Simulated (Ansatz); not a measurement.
**Property card for CsSnI₃**

Method: DFT PBE, scalar-relativistic, plane waves, PAW in Ansatz.

Cutoff 420 eV; k points 6×6×6 on the computed 5-atom cell (Γ-centred); Gaussian smearing, width 0.02 eV; no spin polarisation.

The structure is relaxed at this level of theory with its symmetry kept.

Space group Pm-3m (No. 221). a = 6.283 Å, b = 6.283 Å, c = 6.283 Å, α = 90.00°, β = 90.00°, γ = 90.00°
```csv
atom,site,symmetry,x,y,z
Cs,1a,m-3m,0.0000,0.0000,0.0000
Sn,1b,m-3m,0.5000,0.5000,0.5000
I,3c,4/mm.m,0.0000,0.5000,0.5000
```

Task: Formation energy from the elements' standard states (uncorrected)?

Result: -0.956 eV/atom.

Task: Kohn–Sham band gap?

Result: 0.48 eV, direct at R.

Task: Löwdin character of the top 1 eV of the valence band?

Result: I 5p 58 %, Sn 5s 25 %, Sn 5p 14 %.

Task: Löwdin character of the lowest 1 eV of the conduction band?

Result: Sn 5p 76 %, I 5p 12 %, unprojected 5 %.

Task: Electron masses at the edge by Cartesian direction of the standard setting (m_e; degenerate bands sorted by energy; no spin-orbit coupling)?

Result: x: 0.75, 0.75, 0.038; y: 0.75, 0.75, 0.038; z: 0.75, 0.75, 0.038.

Task: Hole masses at the edge by Cartesian direction of the standard setting (m_e; degenerate bands sorted by energy; no spin-orbit coupling)?

Result: x: 0.054; y: 0.054; z: 0.054.

Task: Bulk modulus?

Result: 15.4 GPa.

Task: Its pressure derivative?

Result: 4.6.

Task: Bader charges (e)?

Result: Cs (1 in the cell) 0.87, Sn (1 in the cell) 0.92, I (3 in the cell) -0.60.

Spin-orbit coupling is left out, which matters for the bands of heavy elements.

Symmetry holds off the tilts and polar distortions that many cubic perovskites undergo.